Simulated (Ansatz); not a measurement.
# Cu3H: one candidate structure

Aim: relax Cu3H from this start, ReO3 type (Pm-3m, No. 221), and see where it ends.

Computed with Ansatz 0.2.0 (DFT PBE, scalar-relativistic, plane waves, PAW, unless a step's input says otherwise).

## (1) Starting point

It takes space group Pm-3m (No. 221, cubic). Conventional cell: a = 3.828 Å, b = 3.828 Å, c = 3.828 Å, α = 90.00°, β = 90.00°, γ = 90.00°. Around Cu (site symmetry 4/mmm) lie 2 H at 1.91 Å. Around H (site symmetry m-3m) lie 6 Cu at 1.91 Å.

Structure file:

```
CELL_PARAMETERS angstrom
3.82801 0.00000 0.00000
0.00000 3.82801 0.00000
0.00000 0.00000 3.82801
ATOMIC_POSITIONS crystal
Cu 0.50000 0.00000 0.00000
Cu 0.00000 0.50000 0.00000
Cu 0.00000 0.00000 0.50000
H 0.00000 0.00000 0.00000
```

This is candidate A: ReO3 type (Pm-3m, No. 221).

## (2) Probe: one point at the start (candidate A)

input.yaml

```yaml
crystal:
  lattice:
    - [3.828006831, 0.0, 0.0]
    - [0.0, 3.828006831, 0.0]
    - [0.0, 0.0, 3.828006831]
  atoms:
    - { symbol: Cu, position: [0.5, 0.0, 0.0] }
    - { symbol: Cu, position: [0.0, 0.5, 0.0] }
    - { symbol: Cu, position: [0.0, 0.0, 0.5] }
    - { symbol: H, position: [0.0, 0.0, 0.0] }
basis:
  ecutwfc: 420
kpoints:
  mp_grid: { grid: [6, 6, 6] }
hamiltonian:
  xc: pbe
scf:
  occupations: { method: gaussian, width: 0.1 }
  lower_state_search: "off"
output:
  forces: true
  stress: true
  eigenvalues: true
```

The run is started by

```console
$ ansatz run input.yaml --threads 1 --pin off --max-ram 2560MiB --backend cpu --events-out ev --progress --plain --runs-dir out
```

Output, cut to the lines that bear on the results:

```text
[...]
SCF converged after 7 iterations
Free energy (F): -19889.440863 eV
[...]
E sigma→0 (E₀):  -19889.436435 eV
Entropy (-TS):   -0.008857 eV (-2.214 meV/atom)
Fermi energy:    9.831263 eV
[...]
--- Forces (eV/Å), atoms counted from 1 ---
  atom   1  Cu     0.00000000    -0.00000000    -0.00000000
  atom   2  Cu     0.00000000     0.00000000     0.00000000
  atom   3  Cu     0.00000000     0.00000000     0.00000000
  atom   4  H      0.00000000    -0.00000000     0.00000000
[...]
--- Stress (GPa, compression-positive) ---
      -11.262574       0.000000      -0.000000
        0.000000     -11.262574       0.000000
       -0.000000       0.000000     -11.262574
  P = ⅓ Tr σ = -11.2626 GPa (-112.626 kbar)
--- Band table (eV; the first three rows and the last of 20) ---
[...]
```

Run time: 2.4 s. Hardware: 1 thread of Arm Neoverse V1, shared host; peak memory 0.31 GiB.

The probe gives pressure -11.3 GPa, largest force 0.00 eV/Å, gap on this mesh none (metal). With stress or forces this large, a rough relaxation on a coarse mesh goes ahead of the careful one.

## (3) A loose first relaxation (candidate A)

Changes to input.yaml since step 2:

```diff
@@ -13,3 +13,3 @@
 kpoints:
-  mp_grid: { grid: [6, 6, 6] }
+  mp_grid: { grid: [4, 4, 4] }
 hamiltonian:
@@ -23 +23,6 @@
   eigenvalues: true
+relax:
+  adjacent_minimum: "off"
+  f_tol: 0.04
+  max_steps: 70
+  cell: { stress_tol: 0.4 }
```

The run is started by

```console
$ ansatz run input.yaml --threads 1 --pin off --max-ram 2560MiB --backend cpu --events-out ev --progress --plain --runs-dir out
```

Output:

```text
Warning: RAYON_NUM_THREADS=1 ignored (pool sized by the plan → 1); use --threads N
Engine: ansatz 0.2.0, aarch64-unknown-linux-gnu
Pseudopotentials: kind: paw
Pseudopotential: Cu, paw, valence charge 19, recommended cutoff 420 eV (normal), Cu.paw.azcp
Pseudopotential: H, paw, valence charge 1, recommended cutoff 420 eV (normal), H.paw.azcp
Functional definition: PBE
  parameter kappa = 0.804
  parameter beta = 0.06672455060314922
  exchange = pbe_x(kappa = kappa, mu = beta*pi^2/3)
  correlation = pbe_c(beta = beta)
Crystal: 4 atoms, lattice volume = 56.094 Å³
Basis set: ecut = 420 eV, 1045 PW (Γ), exchange–correlation on 54×54×54 points (8 copies of the dense FFT grid, shifted against one another)
Bands: 35, of which v1, the nominal top of the filled ones, is band 29 counted from 1 (28 counted from 0)
Symmetry: 48 space group operations
Space group: Pm-3m (ITA 221), of the structure as read, at distance tolerance 3.8e-5 Å
k-points: 10 of 64
Non-local potential: Cu, projectors of the file, l = 0: 3, l = 1: 2, l = 2: 3, l = 3: 1
Non-local potential: H, projectors of the file, l = 0: 2, l = 1: 1
PAW form: soft (Blöchl's): semilocal exchange-correlation on the pseudo side does not see the compensation charge
PAW one-centre angular grid: Cu, 590 points (default); XC on 64 Gauss nodes
PAW one-centre angular grid: H, 110 points (default); XC on 64 Gauss nodes
Initial density: superposition of atomic densities (neutral atoms: chi_scale 0, normalization atom), corrected by the library's trained network
Initial wavefunctions: pseudopotential atomic-orbital guess
Functional: x = pbe(κ = 0.804, μ = 0.2195149727645171), c = pbe(β = 0.06672455060314922)
SCF iter   1: F=—  HF=-19889.333837 eV  |F-HF|=—  |Δ(HF+E_count)|=         —  Δρ=2.37e-3  dr2=2.22e-3  ethr=1.77e-3  ⟨swp⟩=5.9  Hψ=1204  notcnv=0  defer=1
preconditioner: auto → LDOS  [insulator: Δε(μ)=0.293 eV  Ē_g=8.010 eV  σ=0.100 eV  W_gap=0.58  n_scr=18 (ndim 8)  ℏωp=28.9 eV  f_vac=0.098  D(μ)=2.07/eV (n_scr^D=18)  ε∞_Penn≈14.0  β→1.0]
SCF iter   2: F=—  HF=-19889.334304 eV  |F-HF|=—  |Δ(HF+E_count)|=   4.67e-4  Δρ=2.67e-3  dr2=2.28e-3  ethr=3.83e-6  ⟨swp⟩=2.7  Hψ=743  notcnv=0  defer=3
SCF iter   3: F=—  HF=-19889.334707 eV  |F-HF|=—  |Δ(HF+E_count)|=   4.03e-4  Δρ=3.77e-3  dr2=4.46e-3  ethr=3.83e-6  ⟨swp⟩=2.0  Hψ=632  notcnv=0  defer=3
SCF iter   4: F=—  HF=-19889.333737 eV  |F-HF|=—  |Δ(HF+E_count)|=   9.70e-4  Δρ=6.10e-4  dr2=1.34e-4  ethr=3.83e-6  ⟨swp⟩=2.0  Hψ=494  notcnv=0  defer=3
SCF iter   5: F=—  HF=-19889.333720 eV  |F-HF|=—  |Δ(HF+E_count)|=   1.64e-5  Δρ=4.79e-5  dr2=1.69e-6  ethr=2.31e-7  ⟨swp⟩=2.1  Hψ=491  notcnv=0  defer=3
SCF iter   6: F=—  HF=-19889.333766 eV  |F-HF|=—  |Δ(HF+E_count)|=   4.60e-5  Δρ=3.00e-5  dr2=2.68e-7  ethr=2.91e-9  ⟨swp⟩=2.0  Hψ=497  notcnv=0  defer=3
SCF iter   7: F=-19889.333766 eV  HF=-19889.333766 eV  |F-HF|=4.85e-9  |Δ(HF+E_count)|=  2.95e-10  Δρ=4.84e-6  dr2=7.12e-9  ethr=1.72e-10  ⟨swp⟩=7.5  Hψ=1302  notcnv=0
SCF 1 converged in 7 iterations: F = -19889.333766 eV  dr2 = 7.12e-9
relax step   1: F+E_penalty+E_count = -19889.33376628 eV  Δ(F+E_penalty+E_count) = +0.000e0 eV  max|allowed force component| = 2.314e-29 eV/Å  Δτ_max = 0.0000 Å  P = -11.383 GPa  Ω = 56.094 Å³  (7 SCF iters, dr2 threshold 1.00e-7 eV, accepted)
Crystal: 4 atoms, lattice volume = 49.612 Å³
Basis set: ecut = 420 eV, 949 PW (Γ), exchange–correlation on 54×54×54 points (8 copies of the dense FFT grid, shifted against one another)
Initial density: handed on by an earlier stage of this run
Initial wavefunctions: those handed on with the density
iter 1 solved again at ethr=8.63e-4 eV; its pass at ethr=3.10e-3 eV (dr2=5.00e-1 eV) is discarded
SCF iter   1: F=—  HF=-19889.781922 eV  |F-HF|=—  |Δ(HF+E_count)|=         —  Δρ=3.91e-2  dr2=5.02e-1  ethr=8.63e-4  ⟨swp⟩=1.0  Hψ=1611  notcnv=0
preconditioner: auto → LDOS  [insulator: Δε(μ)=0.188 eV  Ē_g=8.525 eV  σ=0.100 eV  W_gap=0.59  n_scr=18 (ndim 8)  ℏωp=30.7 eV  f_vac=0.081  D(μ)=2.27/eV (n_scr^D=18)  ε∞_Penn≈14.0  β→1.0]
SCF iter   2: F=—  HF=-19890.177854 eV  |F-HF|=—  |Δ(HF+E_count)|=   3.96e-1  Δρ=8.65e-2  dr2=1.98e0  ethr=8.63e-4  ⟨swp⟩=3.1  Hψ=738  notcnv=0  recentre
SCF iter   3: F=—  HF=-19889.686422 eV  |F-HF|=—  |Δ(HF+E_count)|=   4.91e-1  Δρ=1.01e-2  dr2=3.49e-2  ethr=8.63e-4  ⟨swp⟩=2.4  Hψ=749  notcnv=0  defer=11
SCF iter   4: F=—  HF=-19889.679045 eV  |F-HF|=—  |Δ(HF+E_count)|=   7.38e-3  Δρ=1.50e-3  dr2=5.40e-4  ethr=6.02e-5  ⟨swp⟩=2.0  Hψ=549  notcnv=0  defer=10
SCF iter   5: F=—  HF=-19889.679686 eV  |F-HF|=—  |Δ(HF+E_count)|=   6.41e-4  Δρ=1.87e-4  dr2=3.10e-5  ethr=9.31e-7  ⟨swp⟩=2.0  Hψ=510  notcnv=0  defer=10
SCF iter   6: F=—  HF=-19889.679683 eV  |F-HF|=—  |Δ(HF+E_count)|=   3.21e-6  Δρ=1.39e-4  dr2=6.58e-6  ethr=5.35e-8  ⟨swp⟩=2.0  Hψ=483  notcnv=0  defer=10
SCF iter   7: F=-19889.679682 eV  HF=-19889.679682 eV  |F-HF|=1.15e-9  |Δ(HF+E_count)|=   4.54e-7  Δρ=1.97e-5  dr2=1.28e-7  ethr=6.90e-10  ⟨swp⟩=6.6  Hψ=1525  notcnv=0
SCF 2 converged in 7 iterations: F = -19889.679682 eV  dr2 = 1.28e-7
relax step   2: F+E_penalty+E_count = -19889.67968219 eV  Δ(F+E_penalty+E_count) = -3.459e-1 eV  max|allowed force component| = 7.022e-30 eV/Å  Δτ_max = 0.0000 Å  P = -4.535 GPa  Ω = 49.612 Å³  energy of the carried Pulay correction = +4.795e-3 eV  (7 SCF iters, dr2 threshold 4.00e-7 eV, accepted)
Crystal: 4 atoms, lattice volume = 46.092 Å³
Basis set: ecut = 420 eV, 895 PW (Γ), exchange–correlation on 54×54×54 points (8 copies of the dense FFT grid, shifted against one another)
iter 1 solved again at ethr=3.24e-4 eV; its pass at ethr=3.10e-3 eV (dr2=1.88e-1 eV) is discarded
SCF iter   1: F=—  HF=-19889.752593 eV  |F-HF|=—  |Δ(HF+E_count)|=         —  Δρ=2.48e-2  dr2=1.88e-1  ethr=3.24e-4  ⟨swp⟩=1.1  Hψ=1562  notcnv=0
preconditioner: auto → LDOS  [insulator: Δε(μ)=0.176 eV  Ē_g=9.107 eV  σ=0.100 eV  W_gap=0.63  n_scr=18 (ndim 8)  ℏωp=31.9 eV  f_vac=0.065  D(μ)=2.54/eV (n_scr^D=26)  ε∞_Penn≈13.3  β→1.0]
SCF iter   2: F=—  HF=-19889.905396 eV  |F-HF|=—  |Δ(HF+E_count)|=   1.53e-1  Δρ=5.63e-2  dr2=7.77e-1  ethr=3.24e-4  ⟨swp⟩=2.7  Hψ=710  notcnv=0  recentre
SCF iter   3: F=—  HF=-19889.715738 eV  |F-HF|=—  |Δ(HF+E_count)|=   1.90e-1  Δρ=6.73e-3  dr2=1.44e-2  ethr=3.24e-4  ⟨swp⟩=2.2  Hψ=738  notcnv=0  defer=10
SCF iter   4: F=—  HF=-19889.712646 eV  |F-HF|=—  |Δ(HF+E_count)|=   3.09e-3  Δρ=9.93e-4  dr2=2.05e-4  ethr=2.49e-5  ⟨swp⟩=2.2  Hψ=525  notcnv=0  defer=10
SCF iter   5: F=—  HF=-19889.712916 eV  |F-HF|=—  |Δ(HF+E_count)|=   2.69e-4  Δρ=1.14e-4  dr2=1.23e-5  ethr=3.53e-7  ⟨swp⟩=2.0  Hψ=511  notcnv=0  defer=10
SCF iter   6: F=—  HF=-19889.712914 eV  |F-HF|=—  |Δ(HF+E_count)|=   1.71e-6  Δρ=9.58e-5  dr2=3.00e-6  ethr=2.13e-8  ⟨swp⟩=2.0  Hψ=483  notcnv=0  defer=10
SCF iter   7: F=-19889.712914 eV  HF=-19889.712914 eV  |F-HF|=3.49e-8  |Δ(HF+E_count)|=   1.13e-7  Δρ=8.44e-6  dr2=3.61e-8  ethr=6.90e-10  ⟨swp⟩=6.6  Hψ=1500  notcnv=0
SCF 3 converged in 7 iterations: F = -19889.712914 eV  dr2 = 3.61e-8
relax step   3: F+E_penalty+E_count = -19889.71291426 eV  Δ(F+E_penalty+E_count) = -3.323e-2 eV  max|allowed force component| = 1.479e-29 eV/Å  Δτ_max = 0.0000 Å  P = +2.221 GPa  Ω = 46.092 Å³  energy of the carried Pulay correction = +7.655e-3 eV  (7 SCF iters, dr2 threshold 4.00e-7 eV, accepted)
Crystal: 4 atoms, lattice volume = 47.193 Å³
Basis set: ecut = 420 eV, 925 PW (Γ), exchange–correlation on 54×54×54 points (8 copies of the dense FFT grid, shifted against one another)
iter 1 solved again at ethr=3.58e-5 eV; its pass at ethr=3.10e-3 eV (dr2=2.08e-2 eV) is discarded
SCF iter   1: F=—  HF=-19889.723291 eV  |F-HF|=—  |Δ(HF+E_count)|=         —  Δρ=8.08e-3  dr2=2.07e-2  ethr=3.58e-5  ⟨swp⟩=1.0  Hψ=1553  notcnv=0
preconditioner: auto → LDOS  [insulator: Δε(μ)=0.243 eV  Ē_g=9.141 eV  σ=0.100 eV  W_gap=0.59  n_scr=18 (ndim 8)  ℏωp=31.5 eV  f_vac=0.065  D(μ)=2.18/eV (n_scr^D=18)  ε∞_Penn≈12.9  β→1.0]
SCF iter   2: F=—  HF=-19889.742455 eV  |F-HF|=—  |Δ(HF+E_count)|=   1.92e-2  Δρ=2.00e-2  dr2=1.02e-1  ethr=3.57e-5  ⟨swp⟩=2.1  Hψ=701  notcnv=0  recentre
SCF iter   3: F=—  HF=-19889.719212 eV  |F-HF|=—  |Δ(HF+E_count)|=   2.32e-2  Δρ=2.43e-3  dr2=1.95e-3  ethr=3.57e-5  ⟨swp⟩=2.0  Hψ=739  notcnv=0  defer=9
SCF iter   4: F=—  HF=-19889.718791 eV  |F-HF|=—  |Δ(HF+E_count)|=   4.20e-4  Δρ=2.69e-4  dr2=2.35e-5  ethr=3.37e-6  ⟨swp⟩=2.2  Hψ=495  notcnv=0  defer=9
SCF iter   5: F=—  HF=-19889.718815 eV  |F-HF|=—  |Δ(HF+E_count)|=   2.40e-5  Δρ=7.16e-5  dr2=1.52e-6  ethr=4.06e-8  ⟨swp⟩=2.0  Hψ=509  notcnv=0  defer=9
SCF iter   6: F=-19889.718815 eV  HF=-19889.718815 eV  |F-HF|=2.39e-8  |Δ(HF+E_count)|=   3.35e-8  Δρ=1.36e-5  dr2=5.61e-8  ethr=6.90e-10  ⟨swp⟩=7.0  Hψ=1443  notcnv=0
SCF 4 converged in 6 iterations: F = -19889.718815 eV  dr2 = 5.61e-8
relax step   4: F+E_penalty+E_count = -19889.71881525 eV  Δ(F+E_penalty+E_count) = -5.901e-3 eV  max|allowed force component| = 1.979e-29 eV/Å  Δτ_max = 0.0000 Å  P = -0.187 GPa  Ω = 47.193 Å³  energy of the carried Pulay correction = +6.739e-3 eV  (6 SCF iters, dr2 threshold 4.00e-7 eV, accepted)
Basis set: ecut = 420 eV, 925 PW (Γ), exchange–correlation on 50×50×50 points (8 copies of the dense FFT grid, shifted against one another)
Initial wavefunctions: pseudopotential atomic-orbital guess (no wavefunctions were taken with the density)
iter 1 solved again at ethr=2.88e-8 eV; its pass at ethr=3.10e-3 eV (dr2=1.67e-5 eV) is discarded
SCF iter   1: F=—  HF=-19889.710819 eV  |F-HF|=—  |Δ(HF+E_count)|=         —  Δρ=4.79e-4  dr2=1.77e-5  ethr=2.88e-8  ⟨swp⟩=3.9  Hψ=2222  notcnv=0
preconditioner: auto → LDOS  [insulator: Δε(μ)=0.230 eV  Ē_g=9.091 eV  σ=0.100 eV  W_gap=0.60  n_scr=18 (ndim 8)  ℏωp=31.5 eV  f_vac=0.070  D(μ)=2.23/eV (n_scr^D=18)  ε∞_Penn≈13.0  β→1.0]
SCF iter   2: F=—  HF=-19889.710979 eV  |F-HF|=—  |Δ(HF+E_count)|=   1.60e-4  Δρ=1.36e-3  dr2=4.86e-4  ethr=2.88e-8  ⟨swp⟩=2.9  Hψ=691  notcnv=0  recentre
SCF iter   3: F=—  HF=-19889.710872 eV  |F-HF|=—  |Δ(HF+E_count)|=   1.07e-4  Δρ=6.91e-4  dr2=1.05e-4  ethr=2.88e-8  ⟨swp⟩=3.0  Hψ=727  notcnv=0
SCF iter   4: F=—  HF=-19889.710837 eV  |F-HF|=—  |Δ(HF+E_count)|=   3.50e-5  Δρ=3.42e-5  dr2=4.72e-7  ethr=2.88e-8  ⟨swp⟩=2.0  Hψ=640  notcnv=0
SCF iter   5: F=—  HF=-19889.710831 eV  |F-HF|=—  |Δ(HF+E_count)|=   5.65e-6  Δρ=5.00e-6  dr2=1.65e-8  ethr=8.14e-10  ⟨swp⟩=2.0  Hψ=512  notcnv=0
SCF iter   6: F=-19889.710831 eV  HF=-19889.710831 eV  |F-HF|=9.90e-10  |Δ(HF+E_count)|=   2.09e-9  Δρ=1.60e-6  dr2=4.92e-10  ethr=4.41e-12  ⟨swp⟩=2.8  Hψ=1310  notcnv=0
SCF 5 converged in 6 iterations: F = -19889.710831 eV  dr2 = 4.92e-10
relax step   5: F+E_penalty+E_count = -19889.71083145 eV  Δ(F+E_penalty+E_count) = +7.984e-3 eV  max|allowed force component| = 1.052e-29 eV/Å  Δτ_max = 0.0000 Å  P = -0.168 GPa  Ω = 47.193 Å³  stress off target by 1.68e-1 GPa  SCF on the basis re-selected at this cell (its energy is not comparable with the rows above)  (6 SCF iters)
basis re-selected at this cell: Δ(F+E_penalty+E_count) = +7.984e-3 eV, ΔP = +0.019 GPa vs the last step (what re-selecting the basis moved, of the pressure what is left beyond the Pulay correction that the steps carried, after the strain that the cell walked since its last selection, with what the two solves' SCF thresholds leave and, on support functions, any second-order correction that the steps lacked; it is no measure of the basis error at this ecutwfc). The dense FFT grid was sized anew with the basis: this SCF ran on 25×25×25 points, the steps before it on 27×27×27, so part of this shift can come from that change (see relax.cell in the input reference). This SCF's stress stands 1.68e-1 GPa from its target on what of the cell is left free (relax.cell.stress_tol is 4.00e-1 GPa) and its largest allowed force component is 1.05e-29 eV/Å (relax.f_tol is 4.00e-2 eV/Å): within both
SCF converged after 6 iterations
Free energy (F): -19889.710831 eV
Harris-Foulkes:  -19889.710831 eV  (|F-HF|=9.90e-10)
Internal energy: -19889.699698 eV  (E = F + TS)
E sigma→0 (E₀):  -19889.705265 eV
Entropy (-TS):   -0.011133 eV (-2.783 meV/atom)
Fermi energy:    12.411836 eV
--- Per-component energies (eV) ---
  E_band       = -1344.641214
  E_kinetic    = 912.317856
  E_local      = -14379.947459  (includes V_loc(G=0)·N_el)
  E_nonlocal   = 1178.003071
  E_hartree    = 6334.146545
  E_xc         = -275.404481
  E_vxc        = -355.303560  (∫ρ·V_xc dr)
  E_paw        = -4995.508194  (= ΣΔE_a)
  E_vpaw       = -1368.006343  (= ΣTr[D̂ρ^β])
  E_aug_tail   = -0.000014  (compensation charges beyond the density's cutoff)
  E_ewald      = -8663.307021
  E_smearing   = -0.011133  (= −TS)
  E_closure    = 0.000000  (closes the sum)
  Σ components = -19889.710831   (vs F -19889.710831, Δ=0.00e0)
--- Forces (eV/Å), atoms counted from 1 ---
  atom   1  Cu    -0.00000000    -0.00000000    -0.00000000
  atom   2  Cu    -0.00000000     0.00000000    -0.00000000
  atom   3  Cu     0.00000000    -0.00000000    -0.00000000
  atom   4  H     -0.00000000     0.00000000     0.00000000
  max |Σ_I F_I| component: 2.71e-29 eV/Å
--- Stress (GPa, compression-positive) ---
       -0.168427      -0.000000       0.000000
       -0.000000      -0.168427       0.000000
        0.000000       0.000000      -0.168427
  P = ⅓ Tr σ = -0.1684 GPa (-1.684 kbar)
--- Band table (eV; the first three rows and the last of 10) ---
  k-point 0: bands = ["-100.5770", "-100.5629", "-100.5629", "-58.0906", "-58.0906", "-58.0906", "-57.8759", "-57.8759", "-57.8759", "-57.8725", "-57.8725", "-57.8725", "1.3227", "6.7475", "8.0197", "8.0197", "8.0197", "8.3526", "8.3526", "9.7565", "9.7565", "9.7565", "9.9151", "9.9151", "10.4668", "10.4739", "10.4739", "10.4739", "14.4664", "14.4664", "14.4664", "16.6089", "19.0834", "19.0834", "26.2010"]
  k-point 1: bands = ["-100.5751", "-100.5646", "-100.5629", "-58.0890", "-58.0890", "-58.0879", "-57.8793", "-57.8764", "-57.8764", "-57.8736", "-57.8736", "-57.8728", "1.8139", "7.1013", "8.0939", "8.2125", "8.2125", "8.3280", "8.6509", "9.5920", "9.5920", "9.6128", "9.6773", "9.9155", "9.9561", "9.9561", "10.2785", "10.4742", "11.2847", "15.6786", "15.6786", "17.1559", "19.4733", "23.0543", "23.1616"]
  k-point 2: bands = ["-100.5722", "-100.5675", "-100.5629", "-58.0873", "-58.0873", "-58.0851", "-57.8829", "-57.8774", "-57.8774", "-57.8742", "-57.8742", "-57.8730", "2.4555", "7.6833", "7.9883", "8.1764", "8.7205", "8.7205", "8.8827", "8.8827", "9.0898", "9.1388", "9.5898", "9.6163", "9.7847", "9.7847", "9.8378", "10.0306", "10.4746", "17.1655", "17.3974", "17.3974", "20.5643", "20.5643", "20.5894"]
  k-point 9: bands = ["-100.5675", "-100.5675", "-100.5675", "-58.1494", "-58.0528", "-58.0528", "-57.9083", "-57.9083", "-57.9083", "-57.8474", "-57.8474", "-57.8474", "4.9883", "7.3041", "7.3041", "7.3041", "8.1190", "8.9988", "8.9988", "8.9988", "9.4748", "9.4748", "9.4748", "9.9932", "9.9932", "10.3967", "10.3967", "10.3967", "13.1988", "13.1988", "13.1988", "15.1430", "15.1430", "15.1430", "18.9060"]
--- Relaxed structure (4 steps of the walk, 4 accepted, 1 SCFs on fresh bases) ---
  F+E_penalty+E_count = -19889.71083145 eV   max|allowed force component| = 1.052e-29 eV/Å   (the final SCF, on the basis selected at the relaxed cell)
  cell:  # Å, volume = 47.1928 Å³
    - [3.613752754047257, 3.113586743426031e-33, -1.0271626370065257e-33]
    - [3.113586743426031e-33, 3.613752754047257, 0.0]
    - [-1.0271626370065257e-33, 0.0, 3.613752754047257]
  atoms:
    - { symbol: Cu, position: [0.5, -2.882433111265184e-36, 1.310196868735475e-36] }
    - { symbol: Cu, position: [-1.2577889939984422e-35, 0.5, -7.07506309121352e-36] }
    - { symbol: Cu, position: [4.1926299799112175e-36, 1.3101968687551383e-36, 0.5] }
    - { symbol: H, position: [4.192629980090904e-36, 2.6203937375293437e-37, -3.9305906062302626e-36] }
```

Run time: 8 s. Hardware: 1 thread of Arm Neoverse V1, shared host; peak memory 0.3 GiB.

The steps of the relaxation:

```csv
step,energy from step 1 (eV/cell),largest force component (eV/Å),pressure (GPa),volume (Å³)
1,0.0000,0.0000,-11.38,56.09
2,-0.3459,0.0000,-4.53,49.61
3,-0.3791,0.0000,2.22,46.09
4,-0.3850,0.0000,-0.19,47.19
5,-0.3771,0.0000,-0.17,47.19
```

Step 1 is the start. Step 5 repeats the geometry before it on a plane-wave basis chosen anew for that cell, so its energy need not be comparable with the rows above.

|  | before | after | change |
| --- | --- | --- | --- |
| a (Å) | 3.828 | 3.614 | -5.6 % |
| b (Å) | 3.828 | 3.614 | -5.6 % |
| c (Å) | 3.828 | 3.614 | -5.6 % |
| volume (Å³/atom) | 14.02 | 11.80 | -15.9 % |
| shortest distance (Å) | 1.914 | 1.807 | -5.6 % |
| space group (0.01 Å) | Pm-3m | Pm-3m | same |

The run keeps the 48 symmetry operations of the start, so it could not have lowered the symmetry.

(Part 1 of 2 ends here.)
